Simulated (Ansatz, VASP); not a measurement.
## TePb in VASP and in Ansatz

INCAR

```
PREC = Accurate ; ENCUT = 520
EDIFF = 1E-6 ; ISMEAR = -1
SIGMA = 0.03 ; LREAL = F
LASPH = T ; NELM = 100
ALGO = Fast ; ISIF = 2
LWAVE = F ; LCHARG = F
GGA = PE ; NBANDS = 17
```

Contents of KPOINTS:

```
regular mesh
0
Gamma
  9 9 9
```

The input POSCAR:

```
TePb
1.0
    0.0000000000      3.2835710949      3.2835710949
    3.2835710949      0.0000000000      3.2835710949
    3.2835710949      3.2835710949      0.0000000000
Pb Te
1 1
Direct
    0.0000000000      0.0000000000      0.0000000000
    0.5000000000      0.5000000000      0.5000000000
```

Input for Ansatz:

```yaml
crystal:
  lattice:
    - [0.0, 3.2835710949, 3.2835710949]
    - [3.2835710949, 0.0, 3.2835710949]
    - [3.2835710949, 3.2835710949, 0.0]
  atoms:
    - { symbol: Pb, position: [0.0, 0.0, 0.0] }
    - { symbol: Te, position: [0.5, 0.5, 0.5] }
kpoints:
  mp_grid: { grid: [9, 9, 9] }
scf:
  occupations: { method: fermi_dirac, width: 0.03 }
hamiltonian:
  xc: pbe
  pseudopotentials:
    kind: all_electron
    lapw: { basis_error: 0.0005 }
    dirac_shells: { Pb: ["4p", "4d"], Te: ["3p", "3d"] }
output:
  forces: true
  stress: true
  eigenvalues: true
```

Alike in both runs: task single point; functional PBE; k mesh 9 × 9 × 9; occupations fermi-dirac, width 0.03 eV; no spin polarisation.

|  | VASP | Ansatz |
| --- | --- | --- |
| version | VASP 6.6.1 | Ansatz 0.2.0 |
| potentials or method | VASP PAW PBE potentials, release 64 (Pb_d, Te) | all-electron LAPW, scalar-relativistic |
| plane-wave cutoff (eV) | 520 | see its input |

|  | VASP | Ansatz | Ansatz less VASP |
| --- | --- | --- | --- |
| pressure (GPa) | 0.0 | 0.1 | +0.07 |

Ansatz ran all-electron here, so the differences hold the error of VASP's frozen core and of both bases.

The runs have no spin-orbit coupling, so splittings on Pb, Te are missing.
